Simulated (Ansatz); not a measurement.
**Rb: strong compression**

One table from this session's results is given with a row withheld; the runs are named, their logs left out.

Computed with Ansatz 0.2.0 (DFT PBE, with the methods named in each step, unless a step's input says otherwise).

## Starting point

Symmetry: P6/mmm, No. 191, hexagonal system. The conventional cell has a = 8.098 Å, b = 8.098 Å, c = 4.838 Å, α = 90.00°, β = 90.00°, γ = 120.00°.

Coordinates:

```cif
data_structure
_symmetry_space_group_name_H-M 'P6/mmm'
_symmetry_Int_Tables_number 191
_cell_length_a 8.0980
_cell_length_b 8.0980
_cell_length_c 4.8383
_cell_angle_alpha 90.000
_cell_angle_beta 90.000
_cell_angle_gamma 120.000
_cell_volume 274.78
loop_
_atom_site_label
_atom_site_type_symbol
_atom_site_symmetry_multiplicity
_atom_site_Wyckoff_symbol
_atom_site_fract_x
_atom_site_fract_y
_atom_site_fract_z
_atom_site_occupancy
Rb1 Rb 1 a 0.00000 0.00000 0.00000 1
Rb2 Rb 2 d 0.33333 0.66667 0.50000 1
```

The file gives the conventional cell by its symmetry; the runs use the cell typed in the input.

Whether this phase is the stable one at these pressures isn't tested.

Atoms are numbered in the order of the input: Rb1, Rb2, Rb3.

Set-up of the first run:

input.yaml reads:

```yaml
crystal:
  lattice:
    - [8.0979997712, 0.0, 0.0]
    - [-4.0489998856, 7.0130735217, 0.0]
    - [0.0, 0.0, 4.838296517]
  atoms:
    - { symbol: Rb, position: [0.0, 0.0, 0.0] }
    - { symbol: Rb, position: [0.3333333333, 0.6666666667, 0.5] }
    - { symbol: Rb, position: [0.6666666667, 0.3333333333, 0.5] }
kpoints:
  mp_grid: { grid: [5, 5, 7] }
  band_path:
    path:
      - [0.0, 0.0, 0.0]
      - [0.5, 0.0, 0.0]
      - [0.3333333333, 0.3333333333, 0.0]
      - [0.0, 0.0, 0.0]
      - [0.0, 0.0, 0.5]
      - [0.5, 0.0, 0.5]
      - [0.3333333333, 0.3333333333, 0.5]
      - [0.0, 0.0, 0.5]
      - [0.5, 0.0, 0.5]
    npoints: 14
scf:
  occupations: { method: fermi_dirac, width: 0.05 }
hamiltonian:
  xc: pbe
  pseudopotentials: { kind: all_electron, lapw: { basis_error: 0.001 } }
output:
  forces: true
  stress: true
  eigenvalues: true
  populations: true
  dos: { projected: true, de: 0.2, e_range: [-14, 8] }
```

On the command line:

```bash
ansatz run input.yaml --threads 1 --pin off --max-ram 3072MiB --backend cpu --events-out ev --progress --plain --runs-dir out
```

Among the steps run: The reference volume, LAPW; Volume scaled by 1, crystal datasets; Volume scaled by 1, norm-conserving; Volume scaled by 0.76, LAPW; Volume scaled by 0.76, crystal datasets; Volume scaled by 0.68, LAPW; Volume scaled by 0.68, norm-conserving; Volume scaled by 0.6, LAPW; Volume scaled by 0.45, LAPW; Volume scaled by 0.45, crystal datasets; Volume scaled by 0.45, norm-conserving.

One of the session's tables, all rows but one given; the rest of the session is left out.

```
              method  volume over the first  volume (Å³/atom)  pressure (GPa)
                LAPW                      1            91.592            0.00
                LAPW                   0.76            69.610            1.26
                LAPW                   0.68            62.283            2.16
                LAPW                    0.6            54.955            3.54
                LAPW                   0.45            41.216            8.74
                 PAW                      1            91.592            0.00
                 PAW                   0.76            69.610            1.26
                 PAW                   0.68            62.283            2.16
                 PAW                    0.6            54.955            3.54
                 PAW                   0.45            41.216            8.74
PAW (level accurate)                      1            91.592            0.00
PAW (level accurate)                   0.45            41.216            8.74
    crystal datasets                      1            91.592            0.00
    crystal datasets                   0.76            69.610            1.26
    crystal datasets                   0.45            41.216            8.74
     norm-conserving                      1            91.592            0.00
     norm-conserving                   0.68            62.283            2.16
     norm-conserving                   0.45                 ?               ?
```

Q: Estimate the row for norm-conserving, 0.45 from the others.

**Answer.** volume (Å³/atom): 41.216; pressure (GPa): 8.73.

Caveats from the session: Rows by PAW come from runs of the same series that aren't printed here. Warnings in the runs' records: crystal datasets made.
